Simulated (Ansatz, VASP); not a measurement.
# BN (Qingsongite): VASP beside Ansatz

The input INCAR:

```
SYSTEM = BN
PREC = Accurate
ENCUT = 520
EDIFF = 1E-6
ISMEAR = 0
SIGMA = 0.01
LREAL = .FALSE.
LASPH = .TRUE.
NELM = 100
ALGO = Normal
ISIF = 2
LWAVE = .FALSE.
LCHARG = .FALSE.
GGA = PS
NBANDS = 11
```

File KPOINTS:

```
regular mesh
0
G
  10 10 10
  0 0 0
```

The input POSCAR:

```
BN
1.0
    0.0000000000      1.7830713297      1.7830713297
    1.7830713297      0.0000000000      1.7830713297
    1.7830713297      1.7830713297      0.0000000000
B N
1 1
Direct
    0.0000000000      0.0000000000      0.0000000000
    0.2500000000      0.2500000000      0.2500000000
```

Input for Ansatz:

```yaml
crystal:
  lattice:
    - [0.0, 1.7830713297409302, 1.7830713297409302]
    - [1.7830713297409302, 0.0, 1.7830713297409302]
    - [1.7830713297409302, 1.7830713297409302, 0.0]
  atoms:
    - { symbol: B, position: [0.0, 0.0, 0.0] }
    - { symbol: "N", position: [0.25, 0.25, 0.25] }
basis:
  ecutwfc: 571.4391111657479
kpoints:
  mp_grid:
    grid: [10, 10, 10]
hamiltonian:
  xc: pbesol
scf:
  occupations:
    method: fixed
output:
  stress: true
```

Alike in both runs: task single point; functional PBEsol; k mesh 10 × 10 × 10; no spin polarisation.

|  | VASP | Ansatz |
| --- | --- | --- |
| version | VASP 6.6.1 | Ansatz 0.2.0 |
| potentials or method | VASP PAW PBE potentials, release 64 (B, N) | plane waves, PAW |
| plane-wave cutoff (eV) | 520 | 571 |
| occupations | gaussian, width 0.01 eV | fixed |
| valence electrons in the cell | 8 | 8 |

```csv
,VASP,Ansatz,Ansatz less VASP
pressure (GPa),14.3,13.6,-0.70
```

Caveats: the PAW data sets were made with another functional, which shifts forces and pressure a little (VASP). PBEsol gaps usually lie below the measured ones, often by a third to a half. A k mesh can miss the band edges.
